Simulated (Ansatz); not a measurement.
CaF2:
```
CELL_PARAMETERS angstrom
      0.00000     2.72026     2.72026
      2.72026     0.00000     2.72026
      2.72026     2.72026     0.00000
ATOMIC_POSITIONS crystal
  Ca 0.00000 0.00000 0.00000
  F  0.75000 0.75000 0.75000
  F  0.25000 0.25000 0.25000
```

Cartesian axes are those of the cell as given.

Problem. Give the high-frequency dielectric tensor and the Born effective charge tensors of the independent atoms from DFPT, plane-wave PAW r²SCAN (Ansatz code).

Solution. 
ε∞:
```
2.19  0.00  0.00
0.00  2.19  0.00
0.00  0.00  2.19
```
Z* of atom 1 (Ca), rows: field, columns: displacement, in e:
```
2.34  0.00  0.00
0.00  2.34  0.00
0.00  0.00  2.34
```
Z* of atom 2 (F), rows: field, columns: displacement, in e:
```
-1.17   0.00   0.00
 0.00  -1.17   0.00
 0.00   0.00  -1.17
```

Static charges for comparison (Bader): Ca1 +1.69, F2 -0.85 e. Born charges measure polarisation by displacement and can exceed these by far.

Space group Fm-3m (fluorite). The r²SCAN relaxation kept the symmetry of its start.

Potentials: the earlier of the program's two PAW sets.
